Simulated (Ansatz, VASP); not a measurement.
**P in VASP and in Ansatz**

```
P
1.0
    -3.02642    3.02642    3.02642
     3.02642   -3.02642    3.02642
     3.02642    3.02642   -3.02642
P
6
Direct
  0.75000 0.25000 0.50000
  0.25000 0.75000 0.50000
  0.50000 0.25000 0.75000
  0.75000 0.50000 0.25000
  0.50000 0.75000 0.25000
  0.25000 0.50000 0.75000
```

Alike in both runs: task relaxation of cell and atoms; functional PBE; k mesh 4 × 4 × 4; occupations gaussian, width 0.1 eV; no spin polarisation.

```csv
,VASP,Ansatz
version,VASP 6.6.1,Ansatz 0.2.0
potentials or method,"VASP PAW PBE potentials, release 64 (P)","scalar-relativistic, plane waves, PAW"
plane-wave cutoff (eV),600,420
valence electrons in the cell,30,30
```

|  | VASP | Ansatz | Ansatz less VASP |
| --- | --- | --- | --- |
| gap on the k mesh at the Fermi level, each at its own relaxed structure (eV) | none | none | - |
| relaxed volume (Å³/atom) | 24.46 | 24.34 | -0.119 |
| relaxed cell length with the largest relative difference (Å) | 5.755 | 5.746 | -0.0094 |
| energy change over the relaxation (meV/atom) | -223 | -231 | -8.4 |

A gap of «none» marks a metal or a gap that the smearing closes.

Caveats: the k mesh is coarse (spacing up to 0.37 Å⁻¹), so the values aren't converged; the volume moved by over 15 % at a fixed basis, so the end points are rough.
